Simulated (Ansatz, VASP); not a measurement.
Two plane-wave programs on Sb

```
Sb
1.0
     0.00000    2.40245    2.40245
     2.40245    0.00000    2.40245
     2.40245    2.40245    0.00000
Sb
1
Cartesian
  0.0000 0.0000 0.0000
```

This isn't the form of Sb at room conditions, which is rhombohedral.

Alike in both runs: task single point; functional PBE; k mesh 10 × 10 × 10; occupations fermi-dirac, width 0.05 eV; no spin polarisation.

|  | VASP | Ansatz |
| --- | --- | --- |
| version | VASP 6.6.1 | Ansatz 0.2.0 |
| potentials or method | VASP PAW PBE potentials, release 64 (Sb) | Ansatz PAW soft_1 |
| plane-wave cutoff (eV) | 520 | 420 |
| valence electrons in the cell | 5 | 15 |

VASP gave:

| Property | Result |
| --- | --- |
| gap on the k mesh at the Fermi level (eV) | none |
| pressure (GPa) | -0.6 |

**Question.** What did Ansatz give for the same quantities?

**Answer.** gap on the k mesh at the Fermi level (eV): none; pressure (GPa): -0.5.

A gap of «none» marks a metal or a gap that the smearing closes. The two sets of potentials don't hold the same shells in valence.

Spin-orbit coupling is left out, which matters for the levels of Sb.
